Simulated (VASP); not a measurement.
# KBr (Pm-3m) in VASP: electric field gradients with LDA

Aim: the electric field gradients of KBr with LDA.

Everything below comes from runs of VASP 6.6.1. Logs are shortened: lines on timing, memory, paths and dates and some standing lists are left out, and cuts for length are marked.

### Step 1. The structure

It takes space group Pm-3m (No. 221, cubic). The conventional cell has a = 4.043 Å, b = 4.043 Å, c = 4.043 Å, α = 90.00°, β = 90.00°, γ = 90.00°. Around K (site symmetry m-3m) lie 8 Br at 3.50 Å. Br (site symmetry m-3m) is surrounded by 8 K at 3.50 Å.

Measurements of this composition are mostly on another form, of space group No. 225.

### Step 2. Electric field gradients, LDA

Contents of INCAR:

```
  ALGO = Normal
  EDIFF = 1E-8
  ENCUT = 520
  ISIF = 2
  ISMEAR = -1
  LASPH = T
  LCHARG = F
  LEFG = T
  LREAL = F
  LWAVE = F
  NBANDS = 15
  NELM = 80
  PREC = Accurate
  SIGMA = 0.01
```

Contents of KPOINTS:

```
k-points
0
Gamma
  6 6 6
```

Contents of POSCAR:

```
KBr
1.0
    4.0434990000      0.0000000000      0.0000000000
    0.0000000000      4.0434990000      0.0000000000
    0.0000000000      0.0000000000      4.0434990000
K Br
1 1
Direct
    0.0000000000      0.0000000000      0.0000000000
    0.5000000000      0.5000000000      0.5000000000
```

Potentials or basis: VASP PAW LDA potentials, release 64 (K_sv, Br).

The run is started by

```
$ cat potpaw_LDA.64/K_sv/POTCAR potpaw_LDA.64/Br/POTCAR > POTCAR
$ mpirun -np 1 vasp_std > vasp.out
```

OUTCAR:

```text
EDIFF = 1E-8
   ENCUT = 520
   ISIF = 2
   ISMEAR = -1
   LASPH = T
   LREAL = F
   NELM = 80
   PREC = Accurate

 ion  position               nearest neighbor table
   1  0.000  0.000  0.000-
   2  0.500  0.500  0.500-

  LATTYP: Found a simple cubic cell.
 ALAT       =     4.0434990000

  Lattice vectors:

 A1 = (   4.0434990000,   0.0000000000,   0.0000000000)
 A2 = (   0.0000000000,   4.0434990000,   0.0000000000)
 A3 = (   0.0000000000,   0.0000000000,   4.0434990000)

Analysis of symmetry for initial positions (statically):
=====================================================================
 Subroutine PRICEL returns:
 Original cell was already a primitive cell.

 Routine SETGRP: Setting up the symmetry group for a
 simple cubic supercell.

 Subroutine GETGRP returns: Found 48 space group operations
 (whereof 48 operations were pure point group operations)
 out of a pool of 48 trial point group operations.

The static configuration has the point symmetry O_h .

Analysis of symmetry for dynamics (positions and initial velocities):
=====================================================================
 Subroutine PRICEL returns:
 Original cell was already a primitive cell.

 Routine SETGRP: Setting up the symmetry group for a
 simple cubic supercell.

 Subroutine GETGRP returns: Found 48 space group operations
 (whereof 48 operations were pure point group operations)
 out of a pool of 48 trial point group operations.

The dynamic configuration has the point symmetry O_h .

 Subroutine INISYM returns: Found 48 space group operations
 (whereof 48 operations are pure point group operations),
 and found     1 'primitive' translations

----------------------------------------------------------------------------------------

                                     Primitive cell

  volume of cell :      66.1107

  direct lattice vectors                    reciprocal lattice vectors
     4.043499000  0.000000000  0.000000000     0.247310559  0.000000000  0.000000000
     0.000000000  4.043499000  0.000000000     0.000000000  0.247310559  0.000000000
     0.000000000  0.000000000  4.043499000     0.000000000  0.000000000  0.247310559

  length of vectors
     4.043499000  4.043499000  4.043499000     0.247310559  0.247310559  0.247310559

  position of ions in fractional coordinates (direct lattice)
     0.000000000  0.000000000  0.000000000
     0.500000000  0.500000000  0.500000000

  ion indices of the primitive-cell ions
   primitive index   ion index
                 1           1
                 2           2

----------------------------------------------------------------------------------------

 KPOINTS: k-points

Automatic generation of k-mesh.
 Grid dimensions read from file:
 generate k-points for:    6    6    6

 Generating k-lattice:

  Cartesian coordinates                     Fractional coordinates (reciprocal lattice)
     0.041218427  0.000000000  0.000000000     0.166666667  0.000000000  0.000000000
     0.000000000  0.041218427  0.000000000     0.000000000  0.166666667  0.000000000
     0.000000000  0.000000000  0.041218427     0.000000000  0.000000000  0.166666667

  Length of vectors
     0.041218427  0.041218427  0.041218427

  Shift w.r.t. Gamma in fractional coordinates (k-lattice)
     0.000000000  0.000000000  0.000000000

 Subroutine IBZKPT returns following result:
 ===========================================

 Found     20 irreducible k-points:

 Following reciprocal coordinates:
            Coordinates               Weight
  0.000000  0.000000  0.000000      1.000000
  0.166667  0.000000  0.000000      6.000000
  0.333333  0.000000  0.000000      6.000000
  0.500000  0.000000  0.000000      3.000000
  0.166667  0.166667  0.000000     12.000000
  0.333333  0.166667  0.000000     24.000000
[... 12 lines left out ...]
  0.500000  0.500000  0.333333      6.000000
  0.500000  0.500000  0.500000      1.000000
   k-points           NKPTS =     20   k-points in BZ     NKDIM =     20   number of bands    NBANDS=     15
   number of dos      NEDOS =    301   number of ions     NIONS =      2
   total plane-waves  NPLWV =  27000
   dimension x,y,z NGX =    30 NGY =   30 NGZ =   30
   dimension x,y,z NGXF=    60 NGYF=   60 NGZF=   60
   ions per type =               1   1
   NGX,Y,Z   is equivalent  to a cutoff of  12.33, 12.33, 12.33 a.u.
   NGXF,Y,Z  is equivalent  to a cutoff of  24.67, 24.67, 24.67 a.u.
 SYSTEM =  unknown system
   PREC   = accura    normal or accurate (medium, high low for compatibility)
   ISTART =      0    job   : 0-new  1-cont  2-samecut
   ICHARG =      2    charge: 1-file 2-atom 10-const
   ISPIN  =      1    spin polarized calculation?
   LNONCOLLINEAR =      F non collinear calculations
   LSORBIT =      F    spin-orbit coupling
   LASPH  =      T    aspherical Exc in radial PAW
   ENCUT  =  520.0 eV  38.22 Ry    6.18 a.u.   7.52  7.52  7.52*2*pi/ulx,y,z
   NELM   =     80;   NELMIN=  2; NELMDL= -5     # of ELM steps
   EDIFF  = 0.1E-07   stopping-criterion for ELM
   LREAL  =      F    real-space projection
   EDIFFG = 0.1E-06   stopping-criterion for IOM
   NSW    =      0    number of steps for IOM
   IBRION =     -1    ionic relax: 0-MD 1-quasi-New 2-CG
   NFREE  =      0    steps in history (QN), initial steepest desc. (CG)
   ISIF   =      2    stress and relaxation
   ISYM   =      2    0-nonsym 1-usesym 2-fastsym
   POTIM  = 0.5000    time-step for ionic-motion
   TEBEG  =    0.0;   TEEND  =   0.0 temperature during run
   PSTRESS=    0.0 pullay stress
   NELECT =      16.0000    total number of electrons
   NUPDOWN=      -1.0000    fix difference up-down
   EMIN   =  10.00;   EMAX   =-10.00  energy-range for DOS
   EFERMI =   0.00;   METHOD = LEGACY
   ISMEAR =    -1;   SIGMA  =   0.01  broadening in eV -4-tet -1-fermi 0-gaus
   EFERMI_NEDOS =   21; number of points for ismear=-14 and -15
   IALGO  =     38    algorithm
   IMIX   =      4    mixing-type and parameters
     AMIX     =   0.40;   BMIX     =  1.00
     AMIX_MAG =   1.60;   BMIX_MAG =  1.00
  volume/ion in A,a.u.               =      33.06       223.07
  Fermi-wavevector in a.u.,A,eV,Ry     =   1.020213  1.927923 14.161412  1.040834
  Thomas-Fermi vector in A             =   2.153770
   LORBIT       =      0    0 simple, 1 ext, 2 COOP (PROOUT), +10 PAW based schemes
   GGA     = CA    functional components
   LHFCALC =     F    Hartree Fock is set to
   AEXX    =    0.0000 exact exchange contribution
   IVDW    =     0    specifies the selected vdW correction
   LEPSILON=     F    determine dielectric tensor
   LRPA    =     F    only Hartree local field effects (RPA)
 non-spin polarized calculation
  energy-cutoff  :      520.00
  volume of cell :       66.11
 maximum number of plane-waves:      1800
   NGX = 15   NGY = 15   NGZ = 15

 number of electron      15.9999999 magnetization

 Free energy of the ion-electron system (eV)
  ---------------------------------------------------
  ext. energy  EPLUGINS =         0.00000000
  ---------------------------------------------------
  free energy    TOTEN  =        -6.68452774 eV

  energy without entropy =       -6.68452774  energy(sigma->0) =       -6.68452774

 E-fermi :  -0.6226     XC(G=0):  -8.3171

 val. band max:       -0.9273270621   @ k =   0.5000   0.5000   0.0000
 cond. band min:       2.5544028446   @ k =   0.0000   0.0000   0.0000
 fundamental gap:      3.4817299067
 Fermi energy:        -0.6225823572

 k-point     1 :       0.0000    0.0000    0.0000
  band No.  band energies     occupation
      1     -29.2010      2.00000
      2     -13.7379      2.00000
      3     -12.8587      2.00000
      4     -12.8587      2.00000
      5     -12.8587      2.00000
      6      -1.1963      2.00000
      7      -1.1963      2.00000
      8      -1.1963      2.00000
      9       2.5544      0.00000
     10       4.6528      0.00000
     11       4.6528      0.00000
     12       8.5815      0.00000
     13       8.5815      0.00000
     14       8.5815      0.00000
     15      11.2903      0.00000
[... 325 lines left out ...]
 k-point    20 :       0.5000    0.5000    0.5000
  band No.  band energies     occupation
      1     -29.1697      2.00000
      2     -13.3676      2.00000
      3     -12.9763      2.00000
      4     -12.9763      2.00000
      5     -12.9763      2.00000
      6      -2.3913      2.00000
      7      -2.3913      2.00000
      8      -2.3913      2.00000
      9       6.1779      0.00000
     10       6.1779      0.00000
     11       6.1779      0.00000
     12       8.2661      0.00000
     13       8.2661      0.00000
     14       8.2661      0.00000
     15      10.1281      0.00000

------------------------ aborting loop because EDIFF is reached ----------------------------------------

  FORCE on cell =-STRESS in cart. coord.  units (eV):
  Direction    XX          YY          ZZ          XY          YZ          ZX
  --------------------------------------------------------------------------------------
  -------------------------------------------------------------------------------------
  Total       -1.0745978     -1.0745978     -1.0745978      0.0000000      0.0000000      0.0000000
  in kB      -26.0426093    -26.0426093    -26.0426093      0.0000000      0.0000000      0.0000000
  external PRESSURE =     -26.0426093 kB  Pullay stress =       0.0000000 kB

 VOLUME and BASIS-vectors are now :
 -----------------------------------------------------------------------------
  energy-cutoff  :      520.00
  volume of cell :       66.11
      direct lattice vectors                 reciprocal lattice vectors
     4.043499000  0.000000000  0.000000000     0.247310559  0.000000000  0.000000000
     0.000000000  4.043499000  0.000000000     0.000000000  0.247310559  0.000000000
     0.000000000  0.000000000  4.043499000     0.000000000  0.000000000  0.247310559

 POSITION                                       TOTAL-FORCE (eV/Angst)
 -----------------------------------------------------------------------------------
      0.00000      0.00000      0.00000         0.000000      0.000000      0.000000
      2.02175      2.02175      2.02175         0.000000      0.000000      0.000000
 -----------------------------------------------------------------------------------
    total drift:                                0.000000      0.000000     -0.000000

  FREE ENERGIE OF THE ION-ELECTRON SYSTEM (eV)
  ---------------------------------------------------
  free  energy   TOTEN  =        -6.6845277430 eV

  energy  without entropy=       -6.6845277430  energy(sigma->0) =       -6.68452774

 Electric field gradients (V/A^2)
---------------------------------------------------------------------
 ion       V_xx      V_yy      V_zz      V_xy      V_xz      V_yz
---------------------------------------------------------------------
   1      -0.000    -0.000    -0.000     0.000     0.000    -0.000
   2      -0.000     0.000    -0.000     0.000     0.000     0.000
---------------------------------------------------------------------

 Electric field gradients after diagonalization (V/A^2)
 (convention: |V_zz| > |V_xx| > |V_yy|)
----------------------------------------------------------------------
 ion       V_xx      V_yy      V_zz     asymmetry (V_yy - V_xx)/ V_zz
----------------------------------------------------------------------
   1      -0.000    -0.000    -0.000      -0.328
   2      -0.000     0.000    -0.000      -0.163
----------------------------------------------------------------------

           NMR quadrupolar parameters

 Cq : quadrupolar parameter    Cq=e*Q*V_zz/h
 eta: asymmetry parameters     (V_yy - V_xx)/ V_zz
 Q  : nuclear electric quadrupole moment in mb (millibarn)
----------------------------------------------------------------------
 ion       Cq(MHz)       eta       Q (mb)
----------------------------------------------------------------------
   1      -0.000      -0.328       1.000
   2      -0.000      -0.163       1.000
----------------------------------------------------------------------
```

Wall time 13 s (1 thread of Intel Xeon 6975P-C (Granite Rapids), shared host); peak memory 0.15 GiB.

Results:

| Property | Result |
| --- | --- |
| Free energy | -6.6845 eV |
| Pressure | -2.6 GPa |
| Band gap on the k mesh | 3.48 eV, indirect (least direct gap 3.75 eV) |

Levels at points of the mesh, in eV from the valence-band top:
```tsv
k point	band 5	band 6	band 7	band 8	band 9	band 10	band 11	band 12
(0.00, 0.00, 0.00)	-11.93	-0.27	-0.27	-0.27	3.48	5.58	5.58	9.51
(0.50, 0.00, 0.00)	-11.77	-2.02	-0.24	-0.24	6.15	6.89	7.36	8.71
(0.50, 0.50, 0.00)	-11.89	-1.42	-1.42	0.00	4.90	6.23	7.85	7.85
(0.50, 0.50, 0.50)	-12.05	-1.46	-1.46	-1.46	7.11	7.11	7.11	9.19
```

Electric field gradients, principal values (V/Å²):
```tsv
atom	Vxx	Vyy	Vzz
1 K	0.000	0.000	0.000
2 Br	0.000	0.000	0.000
```
